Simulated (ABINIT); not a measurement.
# TiTe2 (P-3m1) in ABINIT: settings compared

The runs below take TiTe2 through single point, with PBE, LDA, PBEsol.

Everything below comes from runs of ABINIT 10.8.3 (patched build). Logs are shortened: lines on timing, memory, paths and dates and some standing lists are left out, and cuts for length are marked. The log counts tension as positive stress, the text compression.

### 1 Starting point

Symmetry: P-3m1, No. 164, trigonal system. Conventional cell: a = 3.777 Å, b = 3.777 Å, c = 6.498 Å, α = 90.00°, β = 90.00°, γ = 120.00°. Te (site symmetry 3m) has 3 Ti at 2.77 Å as nearest neighbours. Ti (site symmetry -3m) is surrounded by 6 Te at 2.77 Å.

### 2 Single point, PBE

run.abi reads:

```
pp_dirpath "./"
pseudos "Te.upf, Ti.upf"

acell 7.1374955727 7.1374955727 12.2794403578
rprim
     1.0000000000     0.0000000000     0.0000000000
    -0.5000000000     0.8660254038     0.0000000000
     0.0000000000     0.0000000000     1.0000000000
ntypat 2
znucl 52 22
natom 3
typat 1 1 2
xred
     0.3333333333     0.6666666667     0.7372000000
     0.6666666667     0.3333333333     0.2628000000
     0.0000000000     0.0000000000     0.0000000000

ecut 35.0

kptopt 1
ngkpt 6 6 3
nshiftk 1
shiftk 0.0 0.0 0.0

ixc 11

nband 27
occopt 3
tsmear 0.05 eV

nstep 100
tolvrs 1.0e-10

iomode 3
prtwf 0
prtden 0
prteig 0
prtebands 0
```

Potentials or basis: PseudoDojo NC SR PBE v0.4.1 standard.

Run with:

```bash
$ mpirun --bind-to none -np 4 abinit run.abi > log 2>&1
```

run.abo:

```text
.Version 10.8.3 of ABINIT
 Symmetries : space group P-3 m 1 (#164); Bravais hP (primitive hexag.)
================================================================================
 Values of the parameters that define the memory need of the present run
     intxc =       0    ionmov =       0      iscf =       7    lmnmax =       6
     lnmax =       6     mgfft =      72  mpssoang =       3    mqgrid =    3271
     natom =       3  nloc_mem =       1    nspden =       1   nspinor =       1
    nsppol =       1      nsym =      12    n1xccc =    2501    ntypat =       2
    occopt =       3   xclevel =       2
       mpw =        5400          nfft =      115200          nkpt =          17
================================================================================
================================================================================

--------------------------------------------------------------------------------
------------- Echo of variables that govern the present computation ------------
--------------------------------------------------------------------------------
 -outvars: echo values of preprocessed input variables --------
            acell      7.1374955727E+00  7.1374955727E+00  1.2279440358E+01 Bohr
              amu      1.27600000E+02  4.78800000E+01
             ecut      3.50000000E+01 Hartree
              ixc          11
         kptrlatt        6    0    0      0    6    0      0    0    3
          kptrlen      3.68383211E+01
            natom           3
            nband          27
            ngfft          40      40      72
             nkpt          17
            nstep         100
             nsym          12
           ntypat           2
           occopt           3
           prtden           0
        prtebands           0
           prteig           0
            prtwf           0
            rprim      1.0000000000E+00  0.0000000000E+00  0.0000000000E+00
                      -5.0000000000E-01  8.6602540380E-01  0.0000000000E+00
                       0.0000000000E+00  0.0000000000E+00  1.0000000000E+00
          spgroup         164
           tolvrs      1.00000000E-10
           tsmear      1.83746611E-03 Hartree
            typat      1  1  2
           xangst     -4.6155835485E-16  2.1806519653E+00  4.7903255967E+00
                       1.8884999987E+00  1.0903259826E+00  1.7076743988E+00
                       0.0000000000E+00  0.0000000000E+00  0.0000000000E+00
            xcart     -8.7221888180E-16  4.1208349903E+00  9.0524034318E+00
                       3.5687477863E+00  2.0604174952E+00  3.2270369260E+00
                       0.0000000000E+00  0.0000000000E+00  0.0000000000E+00
             xred      3.3333333333E-01  6.6666666667E-01  7.3720000000E-01
                       6.6666666667E-01  3.3333333333E-01  2.6280000000E-01
                       0.0000000000E+00  0.0000000000E+00  0.0000000000E+00
            znucl       52.00000   22.00000

================================================================================

 chkinp: Checking input parameters for consistency.

================================================================================
== DATASET  1 ==================================================================

--- !DatasetInfo
iteration_state: {dtset: 1, }
dimensions: {natom: 3, nkpt: 17, mband: 27, nsppol: 1, nspinor: 1, nspden: 1, mpw: 5400, }
cutoff_energies: {ecut:  35.0, pawecutdg:  -1.0, }
electrons: {nelect:   4.40000000E+01, charge:   0.00000000E+00, occopt:   3.00000000E+00, tsmear:   1.83746611E-03, }
meta: {optdriver: 0, ionmov: 0, optcell: 0, iscf: 7, paral_kgb: 0, }
...

 Exchange-correlation functional for the present dataset will be:
  GGA: Perdew-Burke-Ernzerhof functional - ixc=11
  J.P.Perdew, K.Burke, M.Ernzerhof, PRL 77, 3865 (1996)

 Real(R)+Recip(G) space primitive vectors, cartesian coordinates (Bohr,Bohr^-1):
 R(1)=  7.1374956  0.0000000  0.0000000  G(1)=  0.1401052  0.0808898  0.0000000
 R(2)= -3.5687478  6.1812525  0.0000000  G(2)=  0.0000000  0.1617795  0.0000000
 R(3)=  0.0000000  0.0000000 12.2794404  G(3)=  0.0000000  0.0000000  0.0814369
 Unit cell volume ucvol=  5.4175248E+02 bohr^3
 Angles (23,13,12)=  9.00000000E+01  9.00000000E+01  1.20000000E+02 degrees

 getcut: wavevector=  0.0000  0.0000  0.0000  ngfft=  40  40  72
         ecut(hartree)=     35.000   => boxcut(ratio)=   2.10434

--- Pseudopotential description ------------------------------------------------
- pspini: atom type   1  psp file is ./Te.upf
12 -101130 2 -1 1294                          pspcod,pspxc,lmax,lloc,mmax
     nproj     2     2     2

- pspini: atom type   2  psp file is ./Ti.upf
12 -101130 2 -1 1586                          pspcod,pspxc,lmax,lloc,mmax
     nproj     2     2     2

   3.87787158E+03                                ecore*ucvol(ha*bohr**3)
--------------------------------------------------------------------------------

================================================================================

--- !BeginCycle
iteration_state: {dtset: 1, }
solver: {iscf: 7, nstep: 100, nline: 4, wfoptalg: 0, }
tolerances: {tolvrs: 1.00E-10, }
...

     iter   Etot(hartree)      deltaE(h)  residm     vres2
 ETOT  1  -268.80006246776    -2.688E+02 1.756E-01 7.531E+02
 ETOT  2  -260.21068085281     8.589E+00 1.022E-01 8.251E+04
 ETOT  3  -269.00618251515    -8.796E+00 1.099E-02 1.459E+03
 ETOT  4  -269.09557430679    -8.939E-02 3.007E-03 5.893E+02
 ETOT  5  -269.14629689670    -5.072E-02 2.854E-04 1.254E+01
 ETOT  6  -269.14622271798     7.418E-05 1.758E-04 2.182E+01
 ETOT  7  -269.14832079946    -2.098E-03 6.243E-05 1.642E+00
 ETOT  8  -269.14850413104    -1.833E-04 5.466E-05 3.644E-02
 ETOT  9  -269.14850862917    -4.498E-06 1.276E-05 2.214E-03
 ETOT 10  -269.14850878997    -1.608E-07 1.255E-05 1.439E-04
 ETOT 11  -269.14850880334    -1.338E-08 2.654E-06 1.673E-07
 ETOT 12  -269.14850880336    -1.819E-11 2.802E-06 5.714E-09
 ETOT 13  -269.14850880337    -7.560E-12 6.173E-07 4.301E-10
 ETOT 14  -269.14850880336     8.299E-12 6.251E-07 3.086E-11

 At SCF step   14       vres2   =  3.09E-11 < tolvrs=  1.00E-10 =>converged.

 Cartesian components of stress tensor (hartree/bohr^3)
  sigma(1 1)= -1.84442307E-05  sigma(3 2)=  0.00000000E+00
  sigma(2 2)= -1.84442312E-05  sigma(3 1)=  0.00000000E+00
  sigma(3 3)= -1.43748033E-05  sigma(2 1)=  0.00000000E+00

--- !ResultsGS
iteration_state: {dtset: 1, }
comment   : Summary of ground state results
lattice_vectors:
- [  7.1374956,   0.0000000,   0.0000000, ]
- [ -3.5687478,   6.1812525,   0.0000000, ]
- [  0.0000000,   0.0000000,  12.2794404, ]
lattice_lengths: [   7.13750,    7.13750,   12.27944, ]
lattice_angles: [ 90.000,  90.000, 120.000, ] # degrees, (23, 13, 12)
lattice_volume:   5.4175248E+02
convergence: {deltae:  8.299E-12, res2:  3.086E-11, residm:  6.251E-07, diffor: null, }
etotal    :  -2.69148509E+02
entropy   :   0.00000000E+00
fermie    :   2.23927058E-01
cartesian_stress_tensor: # hartree/bohr^3
- [ -1.84442307E-05,   0.00000000E+00,   0.00000000E+00, ]
- [  0.00000000E+00,  -1.84442312E-05,   0.00000000E+00, ]
- [  0.00000000E+00,   0.00000000E+00,  -1.43748033E-05, ]
pressure_GPa:   5.0274E-01
xred      :
- [  3.3333E-01,   6.6667E-01,   7.3720E-01, Te]
- [  6.6667E-01,   3.3333E-01,   2.6280E-01, Te]
- [  0.0000E+00,   0.0000E+00,   0.0000E+00, Ti]
cartesian_forces: # hartree/bohr
- [ -1.00600935E-28,  -8.71229651E-28,   7.50846986E-04, ]
- [  2.01201869E-28,   1.39396744E-27,  -7.50846986E-04, ]
- [ -1.00600935E-28,  -5.22737791E-28,  -0.00000000E+00, ]
force_length_stats: {min:   5.32330110E-28, max:   7.50846986E-04, mean:   5.00564657E-04, }
...

 Integrated electronic density in atomic spheres:
 ------------------------------------------------
 Atom  Sphere_radius  Integrated_density
    1        2.00000         11.96357049
    2        2.00000         11.96357049
    3        2.00000          9.47686048
================================================================================

 ----iterations are completed or convergence reached----

 Mean square residual over all n,k,spin=   13.872E-10; max=  62.514E-08
 reduced coordinates (array xred) for    3 atoms
       0.333333333333      0.666666666667      0.737200000000
       0.666666666667      0.333333333333      0.262800000000
       0.000000000000      0.000000000000      0.000000000000
 rms dE/dt=  4.3463E-03; max dE/dt=  9.2200E-03; dE/dt below (all hartree)
    1       0.000000000000      0.000000000000     -0.009219980782
    2      -0.000000000000     -0.000000000000      0.009219980782
    3       0.000000000000      0.000000000000      0.000000000000

 cartesian coordinates (angstrom) at end:
    1     -0.00000000000000     2.18065196528550     4.79032559674306
    2      1.88849999871577     1.09032598264275     1.70767439883896
    3      0.00000000000000     0.00000000000000     0.00000000000000

 cartesian forces (hartree/bohr) at end:
    1     -0.00000000000000    -0.00000000000000     0.00075084698599
    2      0.00000000000000     0.00000000000000    -0.00075084698599
    3     -0.00000000000000    -0.00000000000000    -0.00000000000000
 frms,max,avg= 3.5395266E-04 7.5084699E-04   0.000E+00  0.000E+00  0.000E+00 h/b

 cartesian forces (eV/Angstrom) at end:
    1     -0.00000000000000    -0.00000000000000     0.03861010440400
    2      0.00000000000000     0.00000000000000    -0.03861010440400
    3     -0.00000000000000    -0.00000000000000    -0.00000000000000
 frms,max,avg= 1.8200978E-02 3.8610104E-02   0.000E+00  0.000E+00  0.000E+00 e/A
 length scales=  7.137495572700  7.137495572700 12.279440357800 bohr
              =  3.776999997432  3.776999997432  6.497999995582 angstroms
 Fermi (or HOMO) energy (hartree) =   0.22393   Average Vxc (hartree)=  -0.38131
 Eigenvalues (hartree) for nkpt=  17  k points:
 kpt#   1, nband= 27, wtk=  0.00926, kpt=  0.0000  0.0000  0.0000 (reduced coord)
  -1.88817   -1.12020   -1.12020   -1.12006   -1.12006   -1.11952   -1.11952   -1.11946
  -1.11946   -1.11938   -1.11930   -1.01531   -1.01531   -1.01477   -0.23271   -0.17753
   0.03149    0.16241    0.16241    0.23713    0.23914    0.23914    0.24426    0.26263
   0.26263    0.33625    0.33625
      occupation numbers for kpt#   1
   2.00000    2.00000    2.00000    2.00000    2.00000    2.00000    2.00000    2.00000
   2.00000    2.00000    2.00000    2.00000    2.00000    2.00000    2.00000    2.00000
   2.00000    2.00000    2.00000    0.00151    0.00051    0.00051    0.00003    0.00000
   0.00000    0.00000    0.00000
 prteigrs : prtvol=0 or 1, do not print more k-points.

--- !EnergyTerms
iteration_state     : {dtset: 1, }
comment             : Components of total free energy in Hartree
kinetic             :  1.37412032210992E+02
hartree             :  6.75758745245068E+01
xc                  : -5.80156212744702E+01
Ewald energy        : -1.59232670159950E+02
psp_core            :  7.15801350036425E+00
local_psp           : -2.05682804675421E+02
non_local_psp       : -5.83629176628574E+01
internal            : -2.69148093536836E+02
'-kT*entropy'       : -4.15266525659892E-04
total_energy        : -2.69148508803362E+02
total_energy_eV     : -7.32390403057810E+03
band_energy         : -3.13770151437379E+01
...

 Cartesian components of stress tensor (hartree/bohr^3)
  sigma(1 1)= -1.84442307E-05  sigma(3 2)=  0.00000000E+00
  sigma(2 2)= -1.84442312E-05  sigma(3 1)=  0.00000000E+00
  sigma(3 3)= -1.43748033E-05  sigma(2 1)=  0.00000000E+00

-Cartesian components of stress tensor (GPa)         [Pressure=  5.0274E-01 GPa]
- sigma(1 1)= -5.42648003E-01  sigma(3 2)=  0.00000000E+00
- sigma(2 2)= -5.42648017E-01  sigma(3 1)=  0.00000000E+00
- sigma(3 3)= -4.22921313E-01  sigma(2 1)=  0.00000000E+00

== END DATASET(S) ==============================================================
================================================================================

 -outvars: echo values of variables after computation  --------
            acell      7.1374955727E+00  7.1374955727E+00  1.2279440358E+01 Bohr
           etotal     -2.6914850880E+02
            fcart     -1.0060093472E-28 -8.7122965111E-28  7.5084698599E-04
                       2.0120186944E-28  1.3939674418E-27 -7.5084698599E-04
                      -1.0060093472E-28 -5.2273779066E-28 -0.0000000000E+00
            rprim      1.0000000000E+00  0.0000000000E+00  0.0000000000E+00
                      -5.0000000000E-01  8.6602540380E-01  0.0000000000E+00
                       0.0000000000E+00  0.0000000000E+00  1.0000000000E+00
           strten     -1.8444230749E-05 -1.8444231223E-05 -1.4374803255E-05
                       0.0000000000E+00  0.0000000000E+00  0.0000000000E+00
           xangst     -4.6155835485E-16  2.1806519653E+00  4.7903255967E+00
                       1.8884999987E+00  1.0903259826E+00  1.7076743988E+00
                       0.0000000000E+00  0.0000000000E+00  0.0000000000E+00
             xred      3.3333333333E-01  6.6666666667E-01  7.3720000000E-01
                       6.6666666667E-01  3.3333333333E-01  2.6280000000E-01
                       0.0000000000E+00  0.0000000000E+00  0.0000000000E+00
 Calculation completed.
```

Run time: 35 s. Hardware: 4 MPI ranks of Intel Xeon Platinum 8488C (Sapphire Rapids), shared host; peak memory 0.4 GiB.

Results:

```yaml
Free_energy: -7323.9040 eV
Largest_force: 0.039 eV/Å
Band_gap_on_the_k_mesh: none (metal or under the smearing width)
Valence_electrons_inside_the_program's_atomic_spheres: Te 11.96; Ti 9.48
```

Forces in eV/Å, atoms in the order of the input:
```
Te   0.000  0.000  0.039
Te   0.000  0.000 -0.039
Ti   0.000  0.000  0.000
```

Caveat: the cutoff is too short for stress, so the log's stress isn't used; this functional lacks dispersion, which binds the layers, so the pressure and a relaxed spacing across them are unreliable. The run has no spin-orbit coupling, so splittings on Te are missing.

### 3 Single point, LDA

Changes to run.abi since step 2:

```diff
@@ -24,3 +24,3 @@
 
-ixc 11
+ixc 7
 
@@ -28,3 +28,3 @@
 occopt 3
-tsmear 0.05 eV
+tsmear 0.00183747
```

Potentials or basis: PseudoDojo NC SR LDA v0.4.1 standard.

Run with:

```bash
$ mpirun --bind-to none -np 4 abinit run.abi > log 2>&1
```

Run time: 26 s. Hardware: 4 MPI ranks of Intel Xeon 6975P-C (Granite Rapids), shared host; peak memory 0.32 GiB.

Results (log left out):

```
Free energy                                           : -7311.3446 eV
Largest force                                         : 0.369 eV/Å
Band gap on the k mesh                                : none (metal or under the smearing width)
Valence electrons inside the program's atomic spheres : Te 11.98; Ti 9.49
```

Forces on the atoms (eV/Å):
```
Te   0.000  0.000  0.369
Te   0.000  0.000 -0.369
Ti   0.000  0.000  0.000
```

Levels at points of the mesh, in eV from the Fermi level:
| k point | band 19 | band 20 | band 21 | band 22 | band 23 | band 24 | band 25 | band 26 |
| --- | --- | --- | --- | --- | --- | --- | --- | --- |
| (0.00, 0.00, 0.00) | -1.64 | 0.33 | 0.41 | 0.41 | 0.59 | 1.08 | 1.08 | 3.08 |
| (0.50, 0.00, 0.00) | -2.68 | -2.38 | -1.71 | -1.10 | 0.03 | 1.15 | 1.46 | 2.44 |

Caveat: the cutoff is too short for stress, so the log's stress isn't used. Spin-orbit coupling is left out, which matters for the levels of Te.

### 4 Single point, PBEsol

run.abi reads:

```
# Pseudopotentials
pp_dirpath "./"
pseudos "Te.upf, Ti.upf"

# Structure
acell 3*1.0
rprim
     7.1374955727     0.0000000000     0.0000000000
    -3.5687477864     6.1812524854     0.0000000000
     0.0000000000     0.0000000000    12.2794403578
ntypat 2
znucl 52 22
natom 3
typat 1 1 2
xcart
    -0.0000000002     2.1806519668     4.7903256000
     1.8885000002     1.0903259833     1.7076744000
     0.0000000000     0.0000000000     0.0000000000 Angstrom

# Plane-wave basis
ecut 38.0

# k points
kptopt 1
ngkpt 6 6 3
nshiftk 1
shiftk 0.0 0.0 0.0

# Exchange and correlation
ixc -116133

# Bands and occupations
nband 27
occopt 3
tsmear 0.05 eV

# SCF cycle
nstep 100
tolvrs 1.0e-10

# Output
iomode 3
prtwf 0
prtden 0
prteig 0
prtebands 0
enunit 1
```

Potentials or basis: PseudoDojo NC SR PBEsol v0.4.1 standard.

Run with:

```bash
$ mpirun --bind-to none -np 4 abinit run.abi > log 2>&1
```

run.abo:

```text
.Version 10.8.3 of ABINIT
 Symmetries : space group P-3 m 1 (#164); Bravais hP (primitive hexag.)
================================================================================
 Values of the parameters that define the memory need of the present run
     intxc =       0    ionmov =       0      iscf =       7    lmnmax =       6
     lnmax =       6     mgfft =      72  mpssoang =       3    mqgrid =    3408
     natom =       3  nloc_mem =       1    nspden =       1   nspinor =       1
    nsppol =       1      nsym =      12    n1xccc =    2501    ntypat =       2
    occopt =       3   xclevel =       2
       mpw =        6096          nfft =      115200          nkpt =          17
================================================================================
================================================================================

--------------------------------------------------------------------------------
------------- Echo of variables that govern the present computation ------------
[... 210 lines left out ...]

== END DATASET(S) ==============================================================
================================================================================

 -outvars: echo values of variables after computation  --------
            acell      1.0000000000E+00  1.0000000000E+00  1.0000000000E+00 Bohr
           etotal     -2.6873738029E+02
            fcart     -8.8025817880E-29  4.1383408428E-28  3.5879674122E-03
                       1.3832628524E-28 -3.2671111917E-28 -3.5879674122E-03
                      -5.0300467360E-29 -8.7122965112E-29 -0.0000000000E+00
            rprim      7.1374955727E+00  0.0000000000E+00  0.0000000000E+00
                      -3.5687477864E+00  6.1812524854E+00  0.0000000000E+00
                       0.0000000000E+00  0.0000000000E+00  1.2279440358E+01
           strten      7.7769630088E-05  7.7769629903E-05  8.2589661889E-05
                       0.0000000000E+00  0.0000000000E+00  1.0785554284E-13
           xangst     -1.7638814034E-11  2.1806519653E+00  4.7903255978E+00
                       1.8884999987E+00  1.0903259826E+00  1.7076743978E+00
                       0.0000000000E+00  0.0000000000E+00  0.0000000000E+00
             xred      3.3333333333E-01  6.6666666667E-01  7.3720000016E-01
                       6.6666666667E-01  3.3333333333E-01  2.6279999984E-01
                       0.0000000000E+00  0.0000000000E+00  0.0000000000E+00
 Calculation completed.
```

Run time: 37 s. Hardware: 4 MPI ranks of Intel Xeon Platinum 8488C (Sapphire Rapids), shared host; peak memory 0.4 GiB.

Results:

```
Free energy                                           : -7312.7167 eV
Pressure                                              : -2.3 GPa
Largest force                                         : 0.185 eV/Å
Band gap on the k mesh                                : none (metal or under the smearing width)
Valence electrons inside the program's atomic spheres : Te 11.96; Ti 9.47
```

Forces in eV/Å, atoms in the order of the input:
```
Te   0.000  0.000  0.185
Te   0.000  0.000 -0.185
Ti   0.000  0.000  0.000
```

Levels at points of the mesh, in eV from the Fermi level:
```
           k point  band 20  band 21  band 22  band 23  band 24  band 25
(0.00, 0.00, 0.00)     0.35     0.42     0.42     0.58     1.08     1.08
(0.50, 0.00, 0.00)    -2.40    -1.72    -1.13     0.03     1.18     1.49
```

Caveat: this functional lacks dispersion, which binds the layers, so the pressure and a relaxed spacing across them are unreliable. Spin-orbit coupling is left out, which matters for the levels of Te.

### 5 The runs side by side

| level | potentials or basis | cutoff (eV) | gap on the mesh (eV) | largest force (eV/Å) |
| --- | --- | --- | --- | --- |
| PBE | PseudoDojo NC SR PBE v0.4.1 standard | 952 | none | 0.04 |
| LDA | PseudoDojo NC SR LDA v0.4.1 standard | 952 | none | 0.37 |
| PBEsol | PseudoDojo NC SR PBEsol v0.4.1 standard | 1034 | none | 0.18 |

Alike in all rows: task single point; no spin polarisation; cell as given; k mesh 6 × 6 × 3; smearing fermi-dirac 0.05 eV.

Caveats: this functional lacks dispersion, which binds the layers, so the pressure and a relaxed spacing across them are unreliable (some runs).

Total energies depend on the potentials used, so only differences within one code and one set of settings carry meaning.
